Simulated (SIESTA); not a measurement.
Runs of SIESTA 5.4.2 on MgO2. The structure is trigonal, space group R-3m (No. 166). The conventional cell has a = 3.210 Å, b = 3.210 Å, c = 10.482 Å, α = 90.00°, β = 90.00°, γ = 120.00°. Around Mg (site symmetry -3m) lie 6 O at 2.11 Å. O (site symmetry 3m) is surrounded by 1 O at 1.49 Å. The cell comes from a database or a generator and needn't be the stable form of this composition.

| task | cell | k mesh | optimiser | force tolerance | gap on the mesh (eV) | pressure (GPa) |
| --- | --- | --- | --- | --- | --- | --- |
| relaxation of cell and atoms | relaxed to 10 GPa | 8 × 8 × 8 | Broyden | 0.01 eV/Å | 2.54 | 10.1 |
| relaxation of cell and atoms | relaxed to 20 GPa | 8 × 8 × 8 | Broyden | 0.01 eV/Å | 2.72 | 20.0 |
| relaxation of cell and atoms | relaxed | 8 × 8 × 8 | Broyden | 0.01 eV/Å | 2.31 | 0.0 |
| relaxation of cell and atoms | relaxed to 5 GPa | 8 × 8 × 8 | Broyden | 0.01 eV/Å | (a) | 5.0 |

Alike in all rows: level PBEsol; potentials or basis PseudoDojo 0.4 standard (PBEsol files), DZP (energy shift 0.003 Ry; two zetas on semicore shells); no spin polarisation; smearing fermi-dirac 0.05 eV; grid cutoff 800 Ry; energy shift 0.003 Ry.

Problem. Estimate the missing entries.

Solution. (a) 2.43.

Caveats: the basis of atomic orbitals isn't converged, which shifts pressures, moduli and gaps.

A k mesh can miss the band edges.
